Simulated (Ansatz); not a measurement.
Runs of Ansatz 0.2.0 on Zn. It takes space group Im-3m (No. 229, cubic). Conventional cell: a = 3.138 Å, b = 3.138 Å, c = 3.138 Å, α = 90.00°, β = 90.00°, γ = 90.00°. Around Zn (site symmetry m-3m) lie 8 Zn at 2.72 Å. This isn't the form of Zn at room conditions, which is hcp.

```tsv
task	level	potentials or basis	cutoff (eV)	smearing	basis error allowed	gap on the mesh (eV)	pressure (GPa)
single point	LDA	all-electron LAPW, scalar-relativistic	253	gaussian 0.02 eV	0.001 eV/atom	none	-8.3
single point	PBEsol	all-electron LAPW, scalar-relativistic	253	gaussian 0.05 eV	0.001 eV/atom	none	(a)
single point	PBEsol+D3(BJ)	all-electron LAPW, scalar-relativistic	253	methfessel-paxton 0.2 eV	0.001 eV/atom	none	-9.0
electrostatic potential	r2SCAN+D3(BJ)	all-electron PAW datasets made for the crystal	260	cold 0.1 eV	-	none	-7.1
```

Alike in all rows: no spin polarisation; cell as given; k mesh 12 × 12 × 12.

Task: Estimate the missing entries.

Result: (a) -5.1.

Caveats: pairwise dispersion overbinds metals, which lowers pressure and volume (some runs).

A k mesh can miss the band edges.

A gap of «none» marks a metal or a gap under the smearing width.

Not every run made on this cell is shown here.
